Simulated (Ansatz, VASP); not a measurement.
## BAs: VASP beside Ansatz

File INCAR:

```
SYSTEM = BAs
PREC = Accurate ; ENCUT = 520
EDIFF = 1E-8 ; ISMEAR = -1
SIGMA = 0.05 ; LREAL = .False.
LASPH = .True. ; NELM = 80
ALGO = Normal ; ISIF = 2
LWAVE = .False. ; LCHARG = .False.
GGA = CA ; LEFG = .True.
NBANDS = 11
```

Contents of KPOINTS:

```
regular mesh
0
Gamma
  13 13 13
  0 0 0
```

Contents of POSCAR:

```
BAs
1.0
    0.0000000000      2.3885000000      2.3885000000
    2.3885000000      0.0000000000      2.3885000000
    2.3885000000      2.3885000000      0.0000000000
B As
1 1
Direct
    0.0000000000      0.0000000000      0.0000000000
    0.7500000000      0.7500000000      0.7500000000
```

Input for Ansatz:

```yaml
crystal:
  lattice:
    - [0.0, 2.3885, 2.3885]
    - [2.3885, 0.0, 2.3885]
    - [2.3885, 2.3885, 0.0]
  atoms:
    - { symbol: B, position: [0.0, 0.0, 0.0] }
    - { symbol: As, position: [0.75, 0.75, 0.75] }
kpoints:
  mp_grid: { grid: [13, 13, 13] }
  band_path:
    path:
      - [0.0, 0.0, 0.0]
      - [-0.5, -0.5, 0.0]
      - [-0.375, -0.375, 0.25]
      - [-0.375, 0.0, 0.375]
      - [0.0, 0.0, 0.0]
      - [0.0, 0.0, 0.5]
      - [-0.5, -0.25, 0.25]
      - [-0.5, -0.5, 0.0]
    npoints: 14
scf:
  occupations: { method: fermi_dirac, width: 0.05 }
hamiltonian:
  xc: lda
  pseudopotentials: { kind: paw }
output:
  forces: true
  stress: true
  eigenvalues: true
  efg: { contact_densities: true }
  populations: true
  bader: true
  dos: { projected: true, de: 0.2, e_range: [-14, 8] }
  write_density: true
  write_potential: true
  elf: true
  volumetric_format: npy
```

Alike in both runs: task electric field gradients; functional LDA; k mesh 13 × 13 × 13; occupations fermi-dirac, width 0.05 eV; no spin polarisation.

|  | VASP | Ansatz |
| --- | --- | --- |
| version | VASP 6.6.1 | Ansatz 0.2.0 |
| potentials or method | VASP PAW LDA potentials, release 64 (B, As) | PAW with Ansatz's default frozen-core files, scalar-relativistic |
| plane-wave cutoff (eV) | 520 | 420 |
| valence electrons in the cell | 8 | 18 |

```tsv
	VASP	Ansatz	Ansatz less VASP
pressure (GPa)	-3.1	-3.9	-0.84
Vzz of the field gradient on the site that differs most (V/Å²)	0.0	0.0	0.00
```

The two sets of potentials don't hold the same shells in valence.

Caveats: an odd mesh through Γ misses points on the zone boundary, where band edges often lie. LDA gaps usually lie below the measured ones, often by a third to a half.
